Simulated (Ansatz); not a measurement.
# Se: properties at the relaxed cell

One table from this session's results is given with a row withheld; the runs are named, their logs left out.

Program: Ansatz 0.2.0. Level of theory: DFT PBEsol, scalar-relativistic, plane waves, PAW. These are calculated values, not measurements.

1 further run of the same task is left out (set aside as unsound or not needed).

### The starting structure

The structure is cubic, space group Im-3m (No. 229). Conventional cell: a = 3.375 Å, b = 3.375 Å, c = 3.375 Å, α = 90.00°, β = 90.00°, γ = 90.00°. Around Se (site symmetry m-3m) lie 8 Se at 2.92 Å.

Coordinates:

```xyz
1
Lattice="-1.6877 1.6877 1.6877 1.6877 -1.6877 1.6877 1.6877 1.6877 -1.6877" Properties=species:S:1:pos:R:3 pbc="T T T"
Se    0.0000    0.0000    0.0000
```

It goes back to an entry of the Materials Project, which need not be the stable form.

This cell was relaxed beforehand with the same method: volume 19.23 Å³/atom, gap on the mesh none (metal).

Set-up of the first run:

input.yaml

```yaml
crystal:
  lattice:
    - [-1.6876616454, 1.6876616454, 1.6876616454]
    - [1.6876616454, -1.6876616454, 1.6876616454]
    - [1.6876616454, 1.6876616454, -1.6876616454]
  atoms:
    - { symbol: Se, position: [0.0, 0.0, 0.0] }
basis:
  ecutwfc: 420
kpoints:
  mp_grid: { grid: [18, 18, 18] }
  band_path:
    path:
      - [[0.0, 0.0, 0.0], [0.5, -0.5, 0.5], [0.0, 0.0, 0.5], [0.0, 0.0, 0.0], [0.25, 0.25, 0.25], [0.5, -0.5, 0.5]]
      - [[0.25, 0.25, 0.25], [0.0, 0.0, 0.5]]
    npoints: 14
hamiltonian:
  xc: pbesol
scf:
  occupations: { method: gaussian, width: 0.1 }
  n_extra_bands: 6
output:
  forces: true
  stress: true
  eigenvalues: true
  populations: true
  dos: { projected: true, de: 0.02, nscf_kmesh: { grid: [27, 27, 27] } }
  bader: true
  write_density: true
  write_potential: true
  elf: true
  volumetric_format: npy
```

On the command line:

```sh
> ansatz run input.yaml --threads 1 --pin off --max-ram 2560MiB --backend cpu --events-out ev --progress --plain --runs-dir out
```

Steps of the session up to this table: Electronic structure at the relaxed geometry; Point at V/V0 = 0.97; Volume × 1.03; Volume × 0.94; The cell scaled to 1.06 of its volume.

One of the session's tables, all rows but one given; the rest of the session is left out.

It belongs to the step «Equation of state». 

| volume (Å³/atom) | energy above the lowest point (meV/atom) | pressure (GPa) |
| --- | --- | --- |
| 18.074 | 21.0 | 6.25 |
| 18.650 | 4.8 | 2.85 |
| 19.227 | 0.0 | 0.00 |
| 19.804 | ? | ? |
| 20.381 | 16.8 | -4.35 |

Estimate the missing values for volume (Å³/atom) = 19.804.

Worked estimate for «energy above the lowest point (meV/atom)». A straight line through the neighbours (19.227, 0.0) and (20.381, 16.8) gives 0.0 + (16.8 − 0.0) × (19.804 − 19.227) / (20.381 − 19.227) = 8.4; a parabola fitted to 3 rows on both sides gives 4.0.

**Answer.** energy above the lowest point (meV/atom): 4.6; pressure (GPa): -2.37. In «energy above the lowest point (meV/atom)» the line misses by +3.8 and the parabola by -0.6.

To keep in mind: The final runs have no spin polarisation, so no magnetic state was tried and one may lie lower.
